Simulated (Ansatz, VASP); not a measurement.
# In in VASP and in Ansatz

INCAR

```
SYSTEM = In
ALGO = Normal
EDIFF = 1E-8
ENCUT = 520
GGA = PE
ISIF = 2
ISMEAR = -1
LASPH = .True.
LCHARG = .False.
LEFG = .True.
LREAL = .False.
LWAVE = .False.
NBANDS = 12
NELM = 80
PREC = Accurate
SIGMA = 0.03
```

File KPOINTS:

```
k-points
0
Gamma
  12 12 12
  0 0 0
```

The input POSCAR:

```
In
1.0
    3.0243642388      0.0000000000      0.0000000000
    0.0000000000      3.0243642388      0.0000000000
    0.0000000000      0.0000000000      3.0243642388
In
1
Direct
    0.0000000000      0.0000000000      0.0000000000
```

Input for Ansatz:

```yaml
crystal:
  lattice:
    - [3.0243642388, 0.0, 0.0]
    - [0.0, 3.0243642388, 0.0]
    - [0.0, 0.0, 3.0243642388]
  atoms:
    - { symbol: In, position: [0.0, 0.0, 0.0] }
kpoints:
  mp_grid: { grid: [12, 12, 12] }
scf:
  occupations: { method: fermi_dirac, width: 0.03 }
hamiltonian:
  xc: pbe
  pseudopotentials: { kind: all_electron, datasets: crystal }
output:
  forces: true
  stress: true
  eigenvalues: true
  efg: { contact_densities: true }
```

Change from the starting cell: volume scaled by 0.9405, crystal datasets.

Alike in both runs: task electric field gradients; functional PBE; k mesh 12 × 12 × 12; occupations fermi-dirac, width 0.03 eV; no spin polarisation.

|  | VASP | Ansatz |
| --- | --- | --- |
| version | VASP 6.6.1 | Ansatz 0.2.0 |
| potentials or method | VASP PAW PBE potentials, release 64 (In_d) | all-electron PAW with datasets made for the crystal, scalar-relativistic |
| plane-wave cutoff (eV) | 520 | see its input |

|  | VASP | Ansatz | Ansatz less VASP |
| --- | --- | --- | --- |
| pressure (GPa) | 2.3 | 2.3 | +0.03 |
| Vzz of the field gradient on the site that differs most (V/Å²) | 0.0 | 0.0 | 0.00 |

Ansatz ran all-electron here, so the differences hold the error of VASP's frozen core and of both bases. Ansatz warned: «gradients_without_spin_orbit».
